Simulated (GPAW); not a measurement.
Crystal: Ti3S4.

```
Ti S
1.0
     3.40643    0.00000    0.00000
    -1.70321    2.95005    0.00000
     0.00000    0.00000   12.08577
Ti S
3 4
Direct
  0.00000 0.00000 0.50000
  0.66667 0.33333 0.75552
  0.33333 0.66667 0.24448
  0.33333 0.66667 0.62365
  0.66667 0.33333 0.37634
  0.66667 0.33333 0.12744
  0.33333 0.66667 0.87256
```

The cell comes from a database or a generator and needn't be the stable form of this composition.

Base run:

| Item | Value |
| --- | --- |
| Program | GPAW 26.7.0 |
| Functional | PBEsol |
| Potentials or basis | PAW data sets generated in the run's folder for this functional |
| Cutoff | 600 eV |
| Basis | pw |
| k mesh | 6 × 6 × 2 |
| Occupations | fermi-dirac, width 0.05 eV |
| Spin | no spin polarisation |

Its results: pressure -4.4 GPa; largest force 0.197 eV/Å.

The run is repeated on the same cell with these changes: functional from PBEsol to LDA; potentials or basis from PAW data sets generated in the run's folder for this functional to the program's PAW data sets (release 1.2.1) made for this functional. What comes out?

Pressure -7.5 GPa; largest force 0.382 eV/Å.

Caveats: this functional lacks dispersion, which binds the layers, so the pressure and a relaxed spacing across them are unreliable (some runs).

Not every run made on this cell is shown here.
